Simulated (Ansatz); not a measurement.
Write the native input for Ansatz 0.2.0 that does the following.

* Task: band structure
* Functional: PBE
* Potentials or basis: Ansatz PAW
* Cutoff: 420 eV (not typed: the program's choice for these potentials)
* k mesh: 6 × 6 × 9
* Occupations: fermi-dirac, width 0.05 eV
* Spin: no spin polarisation
* Hubbard terms: Ti d U = 5 eV
* Path: [["G", "X", "M", "G", "Z", "R", "A", "Z"], ["X", "R"], ["M", "A"]]
* Points for each segment of the path: 14
* Hubbard projectors: ortho-atomic (the default)
* Double counting: fll (the default)

The system is TiO2.

```
CELL_PARAMETERS angstrom
4.59984 0.00000 0.00000
0.00000 4.59984 0.00000
0.00000 0.00000 2.95921
ATOMIC_POSITIONS crystal
Ti 0.00000 0.00000 0.50000
Ti 0.50000 0.50000 0.00000
O 0.30432 0.30432 0.50000
O 0.19568 0.80432 0.00000
O 0.80432 0.19568 0.00000
O 0.69568 0.69568 0.50000
```

The cell is a database's computed one.

One way to write it, as run:

input.yaml

```yaml
crystal:
  lattice:
    - [4.5998373239, 0.0, 0.0]
    - [0.0, 4.5998373239, 0.0]
    - [0.0, 0.0, 2.95921356]
  atoms:
    - { symbol: Ti, position: [0.0, 0.0, 0.5] }
    - { symbol: Ti, position: [0.5, 0.5, 0.0] }
    - { symbol: O, position: [0.30432132, 0.30432132, 0.5] }
    - { symbol: O, position: [0.19567868, 0.80432132, 0.0] }
    - { symbol: O, position: [0.80432132, 0.19567868, 0.0] }
    - { symbol: O, position: [0.69567868, 0.69567868, 0.5] }
hamiltonian:
  xc: pbe
  pseudopotentials: { kind: paw }
  hubbard: { sites: [{ species: Ti, l: d, u_eff: 5.0 }] }
kpoints:
  mp_grid: { grid: [6, 6, 9] }
  band_path:
    path:
      - [[0.0, 0.0, 0.0], [0.0, 0.5, 0.0], [0.5, 0.5, 0.0], [0.0, 0.0, 0.0], [0.0, 0.0, 0.5], [0.0, 0.5, 0.5], [0.5, 0.5, 0.5], [0.0, 0.0, 0.5]]
      - [[0.0, 0.5, 0.0], [0.0, 0.5, 0.5]]
      - [[0.5, 0.5, 0.0], [0.5, 0.5, 0.5]]
    npoints: 14
scf:
  occupations: { method: fermi_dirac, width: 0.05 }
  n_extra_bands: 15
output:
  forces: true
  stress: true
  eigenvalues: true
  fatbands: false
```

Potentials or basis: Ansatz PAW.

The run is started by

```sh
$ ansatz run input.yaml --threads 2 --pin off --max-ram 5632MiB --backend cpu --events-out ev --progress --plain --runs-dir out
```

Results of the run:

```json
{"Pressure": "8.9 GPa", "Largest force": "0.013 eV/Å", "Band gap on the k mesh": "2.43 eV, indirect (least direct gap 2.50 eV)", "Band gap along the path": "2.43 eV, indirect (least direct gap 2.50 eV)"}
```

Caveat: the pressure holds a Pulay correction of +0.7 GPa for the finite cutoff.

It took 9.2 s on 2 threads of Arm Neoverse V1 (shared host), peak memory 0.51 GiB.
